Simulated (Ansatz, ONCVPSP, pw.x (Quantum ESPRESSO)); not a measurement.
What a changed setting does to a pw.x run (bcc N)

Potential: optimised norm-conserving Vanderbilt (ONCV), ONCVPSP 4.0.1.1 (patched build), PBE; core [He], reference 2s2 2p3; waves: 2s: rc 1.10 bohr, ncon 4, nbas 8, qcut 7.5 1/bohr, local; 2p: rc 2.60 bohr, ncon 4, nbas 7, qcut 5.5 1/bohr, 2 projectors, debl 1.5 Ha; d scattering state at 0.04 Ha: rc 2.50 bohr, ncon 4, nbas 8, qcut 5 1/bohr, 2 projectors, debl 3 Ha; local part: the s channel; core correction: none.

The reference run (k-mesh 18³, cutoffs 115/460 Ry, Fermi–Dirac 0.01 Ry, mixing_beta 0.4, conv_thr 1e-9, no spin) gives 1.91 GPa at 7.247 Å³/atom, where all-electron LAPW gives -0.09 GPa. This run, with its own iteration cap, changes conv_thr to 1e-06.

```
&control
  calculation='scf', prefix='x', pseudo_dir='./', outdir='./tmp', tstress=.true., disk_io='none'
/
&system
  ibrav=0, nat=1, ntyp=1, ecutwfc=115, ecutrho=460, nbnd=9,
  occupations='smearing', smearing='fd', degauss=0.01
/
&electrons
  conv_thr=1e-06, mixing_beta=0.4, electron_maxstep=50
/
ATOMIC_SPECIES
N 1.0 N.UPF
CELL_PARAMETERS angstrom
  -1.21908154 1.21908154 1.21908154
  1.21908154 -1.21908154 1.21908154
  1.21908154 1.21908154 -1.21908154
ATOMIC_POSITIONS crystal
N 0.0000 0.0000 0.0000
K_POINTS automatic
18 18 18 0 0 0
```

```bash
pw.x < N.scf.in > N.scf.out
```

Question: How does the run end?

Answer: It converges in 4 iterations; the free energy moves by +0.0 meV/atom and the pressure by -0.01 GPa. The result is that of the reference run.

```
Message from routine setup:
     using ibrav=0 with symmetry is DISCOURAGED, use correct ibrav instead
     lattice parameter (alat)  =       3.9902  a.u.
     unit-cell volume          =      48.9052 (a.u.)^3
     number of electrons       =         5.00
     number of Kohn-Sham states=            9
     kinetic-energy cutoff     =     115.0000  Ry
     charge density cutoff     =     460.0000  Ry
     scf convergence threshold =      1.0E-06
     Exchange-correlation= PBE
     number of k points=   195  Fermi-Dirac smearing, width (Ry)=  0.0100
     iteration #  1     ecut=   115.00 Ry     beta= 0.40
     total energy              =     -18.95839375 Ry
     estimated scf accuracy    <       0.00051226 Ry
     iteration #  2     ecut=   115.00 Ry     beta= 0.40
     total energy              =     -18.95851127 Ry
     estimated scf accuracy    <       0.00016343 Ry
     iteration #  3     ecut=   115.00 Ry     beta= 0.40
     total energy              =     -18.95853020 Ry
     estimated scf accuracy    <       0.00000472 Ry
     iteration #  4     ecut=   115.00 Ry     beta= 0.40
     the Fermi energy is     9.3489 ev
!    total energy              =     -18.95853071 Ry
     estimated scf accuracy    <          3.2E-09 Ry
     smearing contrib. (-TS)   =      -0.00255309 Ry
     The total energy is F=E-TS. E is the sum of the following terms:
     one-electron contribution =       4.13114051 Ry
     hartree contribution      =       1.22447183 Ry
     xc contribution           =      -4.56517285 Ry
     ewald contribution        =     -19.74641711 Ry
     convergence has been achieved in   4 iterations
          total   stress  (Ry/bohr**3)                   (kbar)     P=       18.97
     Message from routine punch:
     Nothing written, as per user request (disk_io='none')
```

The run took about 8.1 s on one core of a shared host (AMD EPYC 9R45 96-Core Processor, 96 threads, 376 GiB, load 40).
